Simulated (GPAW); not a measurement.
Set up this calculation in GPAW 26.7.0, as an ASE script.

```
Task                : band structure
Functional          : LDA
Potentials or basis : the program's PAW data sets (release 1.2.1) made for this functional
Cutoff              : 600 eV
Basis               : pw
k mesh              : 5 × 5 × 4
Occupations         : fermi-dirac, width 0.05 eV
Spin                : no spin polarisation
Maxiter             : 150
Band path           : GXSRAZGYX1A1TY,ZT
Band points         : 100
```

Crystal: HgTe.

```xyz
4
Lattice="2.9925 -3.4669 0.0000 2.9925 3.4669 0.0000 0.0000 0.0000 5.7982" Properties=species:S:1:pos:R:3 pbc="T T T"
Hg    2.9925   -1.0883    1.4495
Hg    2.9925    1.0883    4.3486
Te    2.9925    1.9748    1.4495
Te    2.9925   -1.9748    4.3486
```

Measurements of this composition are mostly on another form, of space group No. 216.

The input as run:

run.py

```python
from ase import Atoms
from ase.dft.bandgap import bandgap
from ase.io import write
from ase.units import GPa
from gpaw import GPAW, PW

atoms = Atoms(['Hg', 'Hg', 'Te', 'Te'],
              cell=[[2.992518, -3.466929, 0.0],
                    [2.992518, 3.466929, 0.0],
                    [0.0, 0.0, 5.798157]],
              scaled_positions=[[0.65695, 0.34305, 0.25],
                                [0.34305, 0.65695, 0.75],
                                [0.215191, 0.784809, 0.25],
                                [0.784809, 0.215191, 0.75]],
              pbc=True)

calc = GPAW(mode=PW(600),
            xc='LDA',
            kpts={'size': (5, 5, 4), 'gamma': True},
            occupations={'name': 'fermi-dirac', 'width': 0.05},
            nbands=31,
            convergence={'density': 1e-05, 'energy': 1e-05},
            maxiter=150,
            txt='gpaw.txt')
atoms.calc = calc
energy = atoms.get_potential_energy()
forces = atoms.get_forces()
stress = atoms.get_stress()
calc.write('gs.gpw')
write('result.traj', atoms)
print(f'Energy: {energy:.6f} eV')
print('Forces (eV/A):')
print(forces.round(4))
print('Stress (GPa):', (stress / GPa).round(3))
print('Fermi level:', round(calc.get_fermi_level(), 4), 'eV')
print(f'Gap: {bandgap(calc)[0]:.4f} eV, direct: {bandgap(calc, direct=True)[0]:.4f} eV')

path = atoms.cell.bandpath('GXSRAZGYX1A1TY,ZT', npoints=100, eps=1e-4)
bs_calc = calc.fixed_density(kpts=path, symmetry='off', nbands=53,
                             convergence={'bands': 'CBM+6.0', 'eigenstates': 1e-6}, txt='bands.txt')
bs = bs_calc.band_structure()
bs.write('bs.json')
print(f'Gap on the path: {bandgap(bs_calc)[0]:.4f} eV')
```

Potentials or basis: the program's PAW data sets (release 1.2.1) made for this functional, pw.

Run with:

```bash
$ OMP_NUM_THREADS=1 python run.py
```

Results of the run:

```
Pressure                : -4.9 GPa
Largest force           : 0.286 eV/Å
Band gap along the path : none (metal or under the smearing width)
```

Caveat: spin-orbit coupling is left out, which moves the levels of the heavy elements.

It took 2.8 min on 1 thread of AMD EPYC 9R45 96-Core Processor (Zen 5) (shared host), peak memory 0.74 GiB.
